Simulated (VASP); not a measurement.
Sr:

```xyz
2
Lattice="-3.7064 3.7064 2.0209 3.7064 -3.7064 2.0209 3.7064 3.7064 -2.0209" Properties=species:S:1:pos:R:3 pbc="T T T"
Sr    0.0000    0.0000    0.0000
Sr    0.0000    3.7064    1.0104
```

This isn't the form of Sr at room conditions, which is fcc.

```yaml
Program: VASP 6.6.1
Task: relaxation of cell and atoms
Functional: PBE
Dispersion: D3(BJ)
Potentials_or_basis: VASP PAW PBE potentials, release 64 (Sr_sv)
Cutoff: 600 eV
k_mesh: 8 × 8 × 8
Occupations: fermi-dirac, width 0.05 eV
Spin: no spin polarisation
```

At the start: pressure -0.6 GPa; volume 55.52 Å³/atom.

Task: Where does the relaxation end?

Result: Over 6 steps the energy falls by 7.4 meV/atom and the volume is 51.84 Å³/atom (-6.6 %); space group I4_1/amd (No. 141, to 0.05 Å).

Step by step:
| step | energy change (eV) | largest force (eV/Å) | pressure (GPa) | volume (Å³) |
| --- | --- | --- | --- | --- |
| 1 | 0.0000 | 0.0000 | -0.55 | 111.04 |
| 2 | -0.0099 | 0.0000 | -0.34 | 108.00 |
| 3 | -0.0144 | 0.0000 | -0.09 | 104.77 |
| 4 | -0.0145 | 0.0000 | -0.04 | 104.20 |
| 5 | -0.0148 | 0.0000 | -0.02 | 103.84 |
| 6 | -0.0148 | 0.0000 | 0.00 | 103.67 |

Final structure:
```yaml
crystal:
  lattice:
    - [-3.63871, 3.63871, 1.95748]
    - [3.63871, -3.63871, 1.95748]
    - [3.63871, 3.63871, -1.95748]
  atoms:
    - { symbol: Sr, position: [0.00000, 0.00000, 0.00000] }
    - { symbol: Sr, position: [0.75000, 0.25000, 0.50000] }
```

Caveat: pairwise dispersion overbinds metals, which lowers pressure and volume.
